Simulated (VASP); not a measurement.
# PbS (R3m) in VASP: equation of state

Aim: energy against volume of PbS in PBE, for its equilibrium volume and stiffness.

Everything below comes from runs of VASP 6.6.1. Logs are shortened: lines on timing, memory, paths and dates and some standing lists are left out, and cuts for length are marked.

## 1. The crystal as given

Symmetry: R3m, No. 160, trigonal system. Conventional cell: a = 4.225 Å, b = 4.225 Å, c = 10.356 Å, α = 90.00°, β = 90.00°, γ = 120.00°. Around Pb (site symmetry 3m) lie 6 S at 2.96 to 3.02 Å. S (site symmetry 3m) is surrounded by 6 Pb at 2.96 to 3.02 Å.

The cell is a database's computed one.

## 2. Equation of state, PBE, 25.08 Å³/atom (volume scaled by 0.94)

The input, INCAR:

```
ALGO = Normal
EDIFF = 1E-7
ENCUT = 520
GGA = PE
ISIF = 2
ISMEAR = -1
LASPH = True
LCHARG = False
LREAL = False
LWAVE = False
NBANDS = 17
NELM = 100
PREC = Accurate
SIGMA = 0.05
```

The input, KPOINTS:

```
k-points
0
Gamma
  8 8 8
```

The input, POSCAR:

```
PbS
1.0
    2.0695340594      1.1948460463      3.3814492087
   -2.0695340594      1.1948460463      3.3814492087
    0.0000000000     -2.3896920926      3.3814492087
Pb S
1 1
Direct
    0.9805657800      0.9805657800      0.9805657800
    0.4750355500      0.4750355500      0.4750355500
```

Potentials or basis: VASP PAW PBE potentials, release 64 (Pb_d, S).

The run is started by

```console
> cat potpaw_PBE.64/Pb_d/POTCAR potpaw_PBE.64/S/POTCAR > POTCAR
> mpirun -np 1 vasp_std > vasp.out
```

OUTCAR:

```text
EDIFF = 1E-7
   ENCUT = 520
   GGA = PE
   ISIF = 2
   ISMEAR = -1
   LASPH = True
   LREAL = False
   NELM = 100
   PREC = Accurate

 ion  position               nearest neighbor table
   1  0.981  0.981  0.981-   2 2.90   2 2.90   2 2.90   2 2.96   2 2.96   2 2.96
   2  0.475  0.475  0.475-   1 2.90   1 2.90   1 2.90   1 2.96   1 2.96   1 2.96

  LATTYP: Found a trigonal (rhomboedric) cell.
 ALAT       =     4.1406312379
 COS(alpha) =     0.5003774362

  Lattice vectors:

 A1 = (   2.0695340594,   1.1948460463,   3.3814492087)
 A2 = (  -2.0695340594,   1.1948460463,   3.3814492087)
 A3 = (   0.0000000000,  -2.3896920926,   3.3814492087)

Analysis of symmetry for initial positions (statically):
=====================================================================
 Subroutine PRICEL returns:
 Original cell was already a primitive cell.

 Routine SETGRP: Setting up the symmetry group for a
 trigonal (rhombohedral) supercell.

 Subroutine GETGRP returns: Found  6 space group operations
 (whereof  6 operations were pure point group operations)
 out of a pool of 12 trial point group operations.

The static configuration has the point symmetry C_3v.

Analysis of symmetry for dynamics (positions and initial velocities):
=====================================================================
 Subroutine PRICEL returns:
 Original cell was already a primitive cell.

 Routine SETGRP: Setting up the symmetry group for a
 trigonal (rhombohedral) supercell.

 Subroutine GETGRP returns: Found  6 space group operations
 (whereof  6 operations were pure point group operations)
 out of a pool of 12 trial point group operations.

The dynamic configuration has the point symmetry C_3v.

 Subroutine INISYM returns: Found  6 space group operations
 (whereof  6 operations are pure point group operations),
 and found     1 'primitive' translations

----------------------------------------------------------------------------------------

                                     Primitive cell

  volume of cell :      50.1694

  direct lattice vectors                    reciprocal lattice vectors
     2.069534059  1.194846046  3.381449209     0.241600276  0.139487984  0.098577063
    -2.069534059  1.194846046  3.381449209    -0.241600276  0.139487984  0.098577063
[... 108 lines left out ...]
   LASPH  =      T    aspherical Exc in radial PAW
   ENCUT  =  520.0 eV  38.22 Ry    6.18 a.u.   7.70  7.70  7.70*2*pi/ulx,y,z
   NELM   =    100;   NELMIN=  2; NELMDL= -5     # of ELM steps
   EDIFF  = 0.1E-06   stopping-criterion for ELM
   LREAL  =      F    real-space projection
   EDIFFG = 0.1E-05   stopping-criterion for IOM
   NSW    =      0    number of steps for IOM
   IBRION =     -1    ionic relax: 0-MD 1-quasi-New 2-CG
   NFREE  =      0    steps in history (QN), initial steepest desc. (CG)
   ISIF   =      2    stress and relaxation
   ISYM   =      2    0-nonsym 1-usesym 2-fastsym
   POTIM  = 0.5000    time-step for ionic-motion
   TEBEG  =    0.0;   TEEND  =   0.0 temperature during run
   PSTRESS=    0.0 pullay stress
   NELECT =      20.0000    total number of electrons
   NUPDOWN=      -1.0000    fix difference up-down
   EMIN   =  10.00;   EMAX   =-10.00  energy-range for DOS
   EFERMI =   0.00;   METHOD = LEGACY
   ISMEAR =    -1;   SIGMA  =   0.05  broadening in eV -4-tet -1-fermi 0-gaus
   EFERMI_NEDOS =   21; number of points for ismear=-14 and -15
   IALGO  =     38    algorithm
   IMIX   =      4    mixing-type and parameters
     AMIX     =   0.40;   BMIX     =  1.00
     AMIX_MAG =   1.60;   BMIX_MAG =  1.00
  volume/ion in A,a.u.               =      25.08       169.28
  Fermi-wavevector in a.u.,A,eV,Ry     =   1.204866  2.276866 19.751594  1.451701
  Thomas-Fermi vector in A             =   2.340578
   LORBIT       =      0    0 simple, 1 ext, 2 COOP (PROOUT), +10 PAW based schemes
   GGA     = PE    functional components
   LHFCALC =     F    Hartree Fock is set to
   AEXX    =    0.0000 exact exchange contribution
   IVDW    =     0    specifies the selected vdW correction
   LEPSILON=     F    determine dielectric tensor
   LRPA    =     F    only Hartree local field effects (RPA)
 non-spin polarized calculation
  energy-cutoff  :      520.00
  volume of cell :       50.17
 maximum number of plane-waves:      1365
   NGX = 15   NGY = 15   NGZ = 15

 number of electron      19.9999999 magnetization

 Free energy of the ion-electron system (eV)
  ---------------------------------------------------
  ext. energy  EPLUGINS =         0.00000000
  ---------------------------------------------------
  free energy    TOTEN  =        -8.71097862 eV

  energy without entropy =       -8.71058692  energy(sigma->0) =       -8.71078277

 E-fermi :   6.5051     XC(G=0):  -9.8678

 val. band max:        6.3865477667   @ k =   0.5000   0.0000   0.0000
 cond. band min:       6.6236289784   @ k =   0.5000   0.0000   0.0000
 fundamental gap:      0.2370812118
 Fermi energy:         6.5051109745

 k-point     1 :       0.0000    0.0000    0.0000
  band No.  band energies     occupation
      1     -10.5438      2.00000
      2     -10.5434      2.00000
      3     -10.5434      2.00000
      4     -10.5286      2.00000
      5     -10.5286      2.00000
      6      -7.6177      2.00000
[... 777 lines left out ...]
      4     -10.4808      2.00000
      5     -10.4766      2.00000
      6      -5.8581      2.00000
[... 9 lines left out ...]
     16      18.0072      0.00000
     17      18.1500      0.00000

 [... further k-points ...]

------------------------ aborting loop because EDIFF is reached ----------------------------------------

  FORCE on cell =-STRESS in cart. coord.  units (eV):
  Direction    XX          YY          ZZ          XY          YZ          ZX
  --------------------------------------------------------------------------------------
  -------------------------------------------------------------------------------------
  Total        1.5088777      1.5088777      1.5089501     -0.0000000      0.0000000      0.0000000
  in kB       48.1865641     48.1865641     48.1888790     -0.0000000      0.0000000      0.0000000
  external PRESSURE =      48.1873357 kB  Pullay stress =       0.0000000 kB

 VOLUME and BASIS-vectors are now :
 -----------------------------------------------------------------------------
  energy-cutoff  :      520.00
  volume of cell :       50.17
      direct lattice vectors                 reciprocal lattice vectors
     2.069534059  1.194846046  3.381449209     0.241600276  0.139487984  0.098577063
    -2.069534059  1.194846046  3.381449209    -0.241600276  0.139487984  0.098577063
     0.000000000 -2.389692093  3.381449209     0.000000000 -0.278975969  0.098577063

 POSITION                                       TOTAL-FORCE (eV/Angst)
 -----------------------------------------------------------------------------------
      0.00000      0.00000      9.94720         0.000000      0.000000     -0.053263
      0.00000      0.00000      4.81893         0.000000      0.000000      0.053263
 -----------------------------------------------------------------------------------
    total drift:                                0.000000      0.000000      0.000025

  FREE ENERGIE OF THE ION-ELECTRON SYSTEM (eV)
  ---------------------------------------------------
  free  energy   TOTEN  =        -8.7109786169 eV

  energy  without entropy=       -8.7105869166  energy(sigma->0) =       -8.71078277
```

Run time: 73 s. Hardware: 1 thread of AMD EPYC 7R43 (Zen 3), shared host; peak memory 0.16 GiB.

Results:

```
Free energy            : -8.7110 eV
Pressure               : 4.8 GPa
Largest force          : 0.053 eV/Å
Band gap on the k mesh : 0.24 eV, direct
```

Caveat: spin-orbit coupling is left out, which as a rule narrows the gap of such compounds by several tenths of an eV.

## 3. Equation of state, PBE, 25.62 Å³/atom (volume scaled by 0.96)

INCAR is that of step 2.

KPOINTS is that of step 2.

The input, POSCAR:

```
PbS
1.0
    2.0841087231      1.2032607323      3.4052630159
   -2.0841087231      1.2032607323      3.4052630159
    0.0000000000     -2.4065214646      3.4052630159
Pb S
1 1
Direct
    0.9805657800      0.9805657800      0.9805657800
    0.4750355500      0.4750355500      0.4750355500
```

Potentials or basis: VASP PAW PBE potentials, release 64 (Pb_d, S).

The run is started by

```console
> cat potpaw_PBE.64/Pb_d/POTCAR potpaw_PBE.64/S/POTCAR > POTCAR
> mpirun -np 1 vasp_std > vasp.out
```

It took 87 s on 1 thread of AMD EPYC 7R43 (Zen 3), shared host; peak memory 0.16 GiB.

It converged, with:

- Free energy: -8.7386 eV
- Pressure: 3.4 GPa
- Largest force: 0.041 eV/Å
- Band gap on the k mesh: 0.32 eV, direct

Caveat: spin-orbit coupling is left out, which as a rule narrows the gap of such compounds by several tenths of an eV.

## 4. Equation of state, PBE, 26.15 Å³/atom (volume scaled by 0.98)

The input, INCAR:

```
PREC = Accurate
ENCUT = 520
EDIFF = 1E-7
ISMEAR = -1
SIGMA = 0.05
LREAL = F
LASPH = T
NELM = 80
ALGO = Normal
ISIF = 2
LWAVE = F
LCHARG = F
GGA = PE
NBANDS = 17
```

The input, KPOINTS:

```
Automatic mesh
0
Gamma
  8 8 8
```

The input, POSCAR:

```
PbS
1.0
    2.0984823409      1.2115593444      3.4287483306
   -2.0984823409      1.2115593444      3.4287483306
    0.0000000000     -2.4231186889      3.4287483306
Pb S
1 1
Direct
    0.9805657800      0.9805657800      0.9805657800
    0.4750355500      0.4750355500      0.4750355500
```

The run is started by

```console
> cat potpaw_PBE.64/Pb_d/POTCAR potpaw_PBE.64/S/POTCAR > POTCAR
> mpirun -np 1 vasp_std > vasp.out
```

Wall time 83 s (1 thread of AMD EPYC 7R43 (Zen 3), shared host); peak memory 0.17 GiB.

Results (log left out):

| Quantity | Value |
| --- | --- |
| Free energy | -8.7571 eV |
| Pressure | 2.0 GPa |
| Largest force | 0.030 eV/Å |
| Band gap on the k mesh | 0.39 eV, direct |

Caveat: spin-orbit coupling is left out, which as a rule narrows the gap of such compounds by several tenths of an eV.

## 5. Equation of state, PBE, 27.22 Å³/atom (volume scaled by 1.02)

The input, INCAR:

```
  PREC = Accurate
  ENCUT = 520
  EDIFF = 1E-7
  ISMEAR = -1
  SIGMA = 0.05
  LREAL = F
  LASPH = T
  NELM = 60
  ALGO = Normal
  ISIF = 2
  LWAVE = F
  LCHARG = F
  GGA = PE
  NBANDS = 17
```

The input, KPOINTS:

```
regular mesh
0
Gamma
  8 8 8
```

The input, POSCAR:

```
PbS
1.0
    2.1266532507      1.2278238267      3.4747772906
   -2.1266532507      1.2278238267      3.4747772906
    0.0000000000     -2.4556476535      3.4747772906
Pb S
1 1
Direct
    0.9805657800      0.9805657800      0.9805657800
    0.4750355500      0.4750355500      0.4750355500
```

Potentials or basis: VASP PAW PBE potentials, release 64 (Pb_d, S).

The run is started by

```console
> cat potpaw_PBE.64/Pb_d/POTCAR potpaw_PBE.64/S/POTCAR > POTCAR
> mpirun -np 1 vasp_std > vasp.out
```

OUTCAR:

```text
PREC = Accurate
   ENCUT = 520
   EDIFF = 1E-7
   ISMEAR = -1
   LREAL = F
   LASPH = T
   NELM = 60
   ISIF = 2
   GGA = PE

 ion  position               nearest neighbor table
   1  0.981  0.981  0.981-   2 2.98   2 2.98   2 2.98   2 3.04   2 3.04   2 3.04
   2  0.475  0.475  0.475-   1 2.98   1 2.98   1 2.98   1 3.04   1 3.04   1 3.04

  LATTYP: Found a trigonal (rhomboedric) cell.
 ALAT       =     4.2549127626
 COS(alpha) =     0.5003774362

  Lattice vectors:

[... 1012 lines left out ...]

------------------------ aborting loop because EDIFF is reached ----------------------------------------

  FORCE on cell =-STRESS in cart. coord.  units (eV):
  Direction    XX          YY          ZZ          XY          YZ          ZX
  --------------------------------------------------------------------------------------
  -------------------------------------------------------------------------------------
  Total       -0.0785977     -0.0785977     -0.0721034      0.0000000      0.0000000      0.0000000
  in kB       -2.3131795     -2.3131795     -2.1220496      0.0000000      0.0000000      0.0000000
  external PRESSURE =      -2.2494696 kB  Pullay stress =       0.0000000 kB

 VOLUME and BASIS-vectors are now :
 -----------------------------------------------------------------------------
  energy-cutoff  :      520.00
  volume of cell :       54.44
      direct lattice vectors                 reciprocal lattice vectors
     2.126653251  1.227823827  3.474777291     0.235111201  0.135741515  0.095929409
    -2.126653251  1.227823827  3.474777291    -0.235111201  0.135741515  0.095929409
     0.000000000 -2.455647653  3.474777291     0.000000000 -0.271483030  0.095929409

 POSITION                                       TOTAL-FORCE (eV/Angst)
 -----------------------------------------------------------------------------------
      0.00000     -0.00000     10.22174         0.000000      0.000000     -0.008761
      0.00000     -0.00000      4.95193         0.000000     -0.000000      0.008761
 -----------------------------------------------------------------------------------
    total drift:                                0.000000      0.000000     -0.000060

  FREE ENERGIE OF THE ION-ELECTRON SYSTEM (eV)
  ---------------------------------------------------
  free  energy   TOTEN  =        -8.7695722094 eV

  energy  without entropy=       -8.7695256912  energy(sigma->0) =       -8.76954895
```

stdout:

```text
POSCAR found type information on POSCAR PbS
 POSCAR found :  2 types and       2 ions
 scaLAPACK will be used
 LDA part: xc-table for (Slater+PW92), standard interpolation
 POSCAR, INCAR and KPOINTS ok, starting setup
 FFT: planning ... GRIDC
 FFT: planning ... GRID_SOFT
 FFT: planning ... GRID
 WAVECAR not read
 entering main loop
```

Wall time 89 s (1 thread of AMD EPYC 7R43 (Zen 3), shared host); peak memory 0.16 GiB.

Results:

- Free energy: -8.7696 eV
- Pressure: -0.2 GPa
- Largest force: 0.009 eV/Å
- Band gap on the k mesh: 0.52 eV, direct

Caveat: spin-orbit coupling is left out, which as a rule narrows the gap of such compounds by several tenths of an eV.

## 6. Equation of state, PBE, 27.75 Å³/atom (volume scaled by 1.04)

The input, INCAR:

```
SYSTEM = PbS
  PREC = Accurate
  ENCUT = 520
  EDIFF = 1E-7
  ISMEAR = -1
  SIGMA = 0.05
  LREAL = .False.
  LASPH = .True.
  NELM = 80
  ALGO = Normal
  ISIF = 2
  LWAVE = .False.
  LCHARG = .False.
  GGA = PE
  NBANDS = 17
```

The input, KPOINTS:

```
regular mesh
0
Gamma
  8 8 8
  0 0 0
```

The input, POSCAR:

```
PbS
1.0
    2.1404630743      1.2357969321      3.4973414117
   -2.1404630743      1.2357969321      3.4973414117
    0.0000000000     -2.4715938643      3.4973414117
Pb S
1 1
Direct
    0.9805657800      0.9805657800      0.9805657800
    0.4750355500      0.4750355500      0.4750355500
```

Potentials or basis: VASP PAW PBE potentials, release 64 (Pb_d, S).

The run is started by

```console
> cat potpaw_PBE.64/Pb_d/POTCAR potpaw_PBE.64/S/POTCAR > POTCAR
> mpirun -np 1 vasp_std > vasp.out
```

Wall time 66 s (1 thread of AMD EPYC 7R43 (Zen 3), shared host); peak memory 0.18 GiB.

It converged, with:

| Quantity | Value |
| --- | --- |
| Free energy | -8.7653 eV |
| Pressure | -1.2 GPa |
| Band gap on the k mesh | 0.58 eV, direct |

Caveat: spin-orbit coupling is left out, which as a rule narrows the gap of such compounds by several tenths of an eV.

## 7. Equation of state, PBE, 28.29 Å³/atom (volume scaled by 1.06)

The input, INCAR:

```
PREC = Accurate ; ENCUT = 520
EDIFF = 1E-7 ; ISMEAR = -1
SIGMA = 0.05 ; LREAL = False
LASPH = True ; NELM = 60
ALGO = Normal ; ISIF = 2
LWAVE = False ; LCHARG = False
GGA = PE ; NBANDS = 17
```

The input, KPOINTS:

```
regular mesh
0
Gamma
  8 8 8
```

The input, POSCAR:

```
PbS
1.0
    2.1540969647      1.2436684624      3.5196180723
   -2.1540969647      1.2436684624      3.5196180723
    0.0000000000     -2.4873369248      3.5196180723
Pb S
1 1
Direct
    0.9805657800      0.9805657800      0.9805657800
    0.4750355500      0.4750355500      0.4750355500
```

The run is started by

```console
> cat potpaw_PBE.64/Pb_d/POTCAR potpaw_PBE.64/S/POTCAR > POTCAR
> mpirun -np 1 vasp_std > vasp.out
```

It took 63 s on 1 thread of AMD EPYC 7R43 (Zen 3), shared host; peak memory 0.17 GiB.

The run converged. Its results:

- Free energy: -8.7548 eV
- Pressure: -2.1 GPa
- Largest force: 0.011 eV/Å
- Band gap on the k mesh: 0.64 eV, direct

Caveat: spin-orbit coupling is left out, which as a rule narrows the gap of such compounds by several tenths of an eV.

## 8. Equation of state, PBE

This step only gathers the single runs of the series.

What came out:

```yaml
Equilibrium_volume: 27.14 Å³/atom
Bulk_modulus_at_fixed_shape_and_positions: 53 GPa
Pressure_derivative_of_the_bulk_modulus: 4.2
```

Energy against volume, from the lowest point:
```
volume (Å³/atom)  energy (meV/atom)
          25.085              29.30
          25.618              15.47
          26.152               6.26
          26.686               1.25
          27.220               0.00
          27.753               2.16
          28.287               7.38
```

Caveat: the cell was scaled at fixed shape and fractional positions, which overstates the stiffness of a crystal with free parameters, most of all of layers and chains.
